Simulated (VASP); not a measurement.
A VASP 6.6.1 single-point calculation on BaS

INCAR

```
SIGMA = 0.5
MAGMOM = -0.5 -0.5
NSW = 0
NBANDS = 15
ISMEAR = 2
ISIF = 2
NELM = 97
ISPIN = 2
PREC = Accurate
GGA = PE
IBRION = -1
LWAVE = .FALSE.
LASPH = .TRUE.
EDIFF = 1E-7
ENCUT = 520
LREAL = .FALSE.
LCHARG = .FALSE.
```

KPOINTS

```
KPOINTS created by Atomic Simulation Environment
0
Monkhorst-Pack
8 8 8
0 0 0
```

POSCAR

```
Ba S
 1.0000000000000000
     0.0000000000000000    3.3136097993000000    3.3136097993000000
     3.3136097993000000    0.0000000000000000    3.3136097993000000
     3.3136097993000000    3.3136097993000000    0.0000000000000000
 Ba  S
   1   1
Cartesian
  0.0000000000000000  0.0000000000000000  0.0000000000000000
  3.3136097993000000  3.3136097993000000  3.3136097993000000
```

The recommended PBE PAW datasets give the neutral cell 16 valence electrons.

Command

```
mpirun -np 1 vasp_std
```

Q: How does this run end, and what does it give?

A: It converged. Results: pressure -2.8 GPa; magnetic moment of the cell 0.00 μB.

OSZICAR

```
N       E                     dE             d eps       ncg     rms          rms(c)
DAV:   1     0.852074607494E+02    0.85207E+02   -0.64300E+03  3600   0.877E+02
DAV:   2    -0.517162331072E+01   -0.90379E+02   -0.82489E+02  4995   0.165E+02
DAV:   3    -0.104605760315E+02   -0.52890E+01   -0.52455E+01  4903   0.427E+01
DAV:   4    -0.105726214741E+02   -0.11205E+00   -0.11202E+00  4709   0.627E+00
DAV:   5    -0.105749279264E+02   -0.23065E-02   -0.23064E-02  5074   0.736E-01    0.466E+00
DAV:   6    -0.101024971241E+02    0.47243E+00   -0.78378E-01  4209   0.524E+00    0.289E+00
DAV:   7    -0.101100321292E+02   -0.75350E-02   -0.19293E-01  4408   0.242E+00    0.210E+00
DAV:   8    -0.101213993227E+02   -0.11367E-01   -0.20452E-02  4146   0.941E-01    0.895E-01
DAV:   9    -0.101284215127E+02   -0.70222E-02   -0.75878E-03  4181   0.695E-01    0.424E-01
DAV:  10    -0.101284251307E+02   -0.36180E-05   -0.40363E-04  4671   0.135E-01    0.225E-01
DAV:  11    -0.101288532225E+02   -0.42809E-03   -0.27143E-04  3838   0.967E-02    0.859E-02
DAV:  12    -0.101292084191E+02   -0.35520E-03   -0.45322E-04  3866   0.136E-01    0.267E-02
DAV:  13    -0.101292108554E+02   -0.24363E-05   -0.87885E-06  5281   0.190E-02    0.150E-02
DAV:  14    -0.101292128836E+02   -0.20282E-05   -0.18050E-06  4364   0.785E-03    0.658E-03
DAV:  15    -0.101292134246E+02   -0.54099E-06   -0.18462E-06  3873   0.800E-03    0.161E-03
DAV:  16    -0.101292134543E+02   -0.29682E-07   -0.58464E-08  3998   0.214E-03
   1 F= -.10129213E+02 E0= -.10142707E+02  d E =0.539761E-01  mag=    -0.0000
```

The shifted mesh misses Γ, so a band edge there is missed.

For comparison, a separate PBE run of the intended cell, on usual settings and not on those above, gives a gap of 2.26 eV on its mesh and a pressure of -2.7 GPa.
